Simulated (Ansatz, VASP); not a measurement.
## Zn: VASP beside Ansatz

```
Zn
1.0
     2.65564    0.00000    0.00000
    -1.32782    2.29985    0.00000
     0.00000    0.00000    4.96246
Zn
2
Cartesian
  0.0000 1.5332 1.2406
  1.3278 0.7666 3.7218
```

Alike in both runs: task single point; functional PBE; k mesh 14 × 14 × 7; occupations methfessel-paxton of order 1, width 0.03 eV; no spin polarisation.

|  | VASP | Ansatz |
| --- | --- | --- |
| version | VASP 6.6.1 | Ansatz 0.2.0 |
| potentials or method | VASP PAW PBE potentials, release 64 (Zn) | plane waves (420 eV) with PAW, scalar-relativistic |
| plane-wave cutoff (eV) | 520 | 420 |
| valence electrons in the cell | 24 | 24 |

Ansatz gave:

- pressure (GPa): 0.1
- largest component of the traceless stress (GPa): 1.47

Which values does VASP return?

Pressure (GPa): 0.4; largest component of the traceless stress (GPa): 1.65.

The functional is the same, so the differences come from potentials, cutoffs and numerics.
